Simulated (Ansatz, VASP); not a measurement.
# One calculation of ZnSe, two programs

Contents of INCAR:

```
  PREC = Accurate
  ENCUT = 520
  EDIFF = 1E-6
  ISMEAR = 0
  SIGMA = 0.05
  LREAL = F
  LASPH = T
  NELM = 100
  ALGO = Normal
  ISIF = 2
  LWAVE = F
  LCHARG = F
  GGA = PE
  NBANDS = 16
```

The input KPOINTS:

```
regular mesh
0
Gamma
  8 8 8
```

The input POSCAR:

```
ZnSe
1.0
    0.0000000000      2.8500460613      2.8500460613
    2.8500460613      0.0000000000      2.8500460613
    2.8500460613      2.8500460613      0.0000000000
Zn Se
1 1
Direct
    0.0000000000      0.0000000000      0.0000000000
    0.7500000000      0.7500000000      0.7500000000
```

Input for Ansatz:

```yaml
crystal:
  lattice:
    - [0.0, 2.8500460613, 2.8500460613]
    - [2.8500460613, 0.0, 2.8500460613]
    - [2.8500460613, 2.8500460613, 0.0]
  atoms:
    - { symbol: Zn, position: [0.0, 0.0, 0.0] }
    - { symbol: Se, position: [0.75, 0.75, 0.75] }
basis:
  ecutwfc: 420
  ecutrho_ratio: 4
kpoints:
  mp_grid: { grid: [8, 8, 8] }
hamiltonian:
  xc: pbe
scf:
  occupations: { method: gaussian, width: 0.05 }
output:
  forces: true
  stress: true
  eigenvalues: true
```

Alike in both runs: task single point; functional PBE; k mesh 8 × 8 × 8; occupations gaussian, width 0.05 eV; no spin polarisation.

|  | VASP | Ansatz |
| --- | --- | --- |
| version | VASP 6.6.1 | Ansatz 0.2.0 |
| potentials or method | VASP PAW PBE potentials, release 64 (Zn, Se) | scalar-relativistic, plane waves, PAW |
| plane-wave cutoff (eV) | 520 | 420 |
| valence electrons in the cell | 18 | 28 |

```tsv
	VASP	Ansatz	Ansatz less VASP
gap on the k mesh at the Fermi level (eV)	1.22	1.22	-0.002
least direct gap on the mesh (eV)	1.22	1.22	-0.002
pressure (GPa)	1.2	1.0	-0.23
```

The two sets of potentials don't hold the same shells in valence.

Expect the measured gap to be larger: semilocal functionals such as PBE lack the derivative discontinuity.
